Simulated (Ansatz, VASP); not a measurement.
# Two plane-wave programs on Sb

```
Sb
1.0
     0.00000    2.37124    2.37124
     2.37124    0.00000    2.37124
     2.37124    2.37124    0.00000
Sb
1
Direct
  0.00000 0.00000 0.00000
```

This isn't the form of Sb at room conditions, which is rhombohedral.

Alike in both runs: functional RPBE; k mesh 10 × 10 × 10; occupations fermi-dirac, width 0.05 eV; no spin polarisation.

```csv
,VASP,Ansatz
version,VASP 6.6.1,Ansatz 0.2.0
potentials or method,"VASP PAW PBE potentials, release 64 (Sb)",Ansatz PAW
plane-wave cutoff (eV),520,420
valence electrons in the cell,5,15
task,single point,band structure
```

Ansatz gave:

| Quantity | Value |
| --- | --- |
| gap on the k mesh at the Fermi level (eV) | none |
| pressure (GPa) | 3.2 |

**Question.** What did VASP give for the same quantities?

**Answer.** gap on the k mesh at the Fermi level (eV): none; pressure (GPa): 3.0.

A gap of «none» marks a metal or a gap that the smearing closes. The two sets of potentials don't hold the same shells in valence.

Caveats: the PAW data sets were made with another functional, which shifts forces and pressure a little (VASP); spin-orbit coupling is left out, which moves the levels of the heavy elements (Ansatz); the PAW data sets come from PBE, with cores solved anew for the run's functional, which leaves a small shift of forces and pressure (Ansatz). The runs have no spin-orbit coupling, so splittings on Sb are missing.
